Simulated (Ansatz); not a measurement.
## Calculated field gradients at the nuclei for LiNbO₃

The cell is a COD entry, its atoms then relaxed with PBE in this cell.

```
Li Nb O
1.0
     2.56890    1.48316    4.49957
    -2.56890    1.48316    4.49957
     0.00000   -2.96631    4.49957
Li Nb O
2 2 6
Cartesian
  0.0000 0.0000 10.1240
  0.0000 0.0000 3.3747
  0.0000 0.0000 6.7494
  0.0000 0.0000 0.0000
  -0.6601 1.4832 7.8742
  -0.9544 -1.3132 7.8742
  1.6145 -0.1699 7.8742
  0.9544 1.3132 5.6245
  0.6601 -1.4832 5.6245
  -1.6145 0.1699 5.6245
```

Sites (sets of like atoms) are named by element and the number of their first atom in this list.

Level of theory: DFT, PBE, plane waves and PAW, with spin–orbit coupling, 420 eV cutoff, Γ-centred 7×7×7 k-points, Fermi–Dirac smearing 0.02 eV (Ansatz 0.2.0).

Conventions: |V_zz| ≥ |V_yy| ≥ |V_xx|, η = (V_xx − V_yy)/V_zz, C_Q = eQV_zz/h. Directions are in the Cartesian axes of the cell vectors above, for the atom listed; none is given where the gradient is under 0.02 or η is above 0.95.

| site | first atom | first shell | V_zz (10²¹ V/m²) | η | direction of V_zz (x, y, z) |
| --- | --- | --- | --- | --- | --- |
| Li | 1 | 3 O at 1.91 Å; also 6 O at 2.77 Å | 0.27 | 0.00 | 0.00 0.00 1.00 |
| Nb | 3 | 6 O at 1.98 Å | 0.23 | 0.00 | 0.00 0.00 1.00 |
| O | 5 | 1 Li at 1.91 Å, 2 Nb at 1.98 Å; also 2 Li at 2.77 Å | 0.78 | 0.65 | 0.00 0.83 0.55 |

An axis of threefold or higher order runs through Li and Nb, so V_zz lies along it and η is zero.

At this cell the PBE pressure is 9 GPa, so with PBE the cell would grow if it were relaxed. This high-symmetry form of LiNbO3 is unstable when cold, to polar shifts of Li and Nb. The symmetry of the cell holds that distortion back, wholly or in part, and it would change the field gradients, the more the larger the distortion. With these PAW files V_zz is typically within 2 to 3 % of all-electron values, but misses above 10 % occur on Li.

Hardware: 4 threads of Arm Neoverse V1 (aarch64; 8 cores open to the job, memory cap 8.0 GiB, no GPU), a shared host with a load of 0.6 a core. Wall time 34 s, CPU time 2.2 min, peak memory 1.2 GiB.
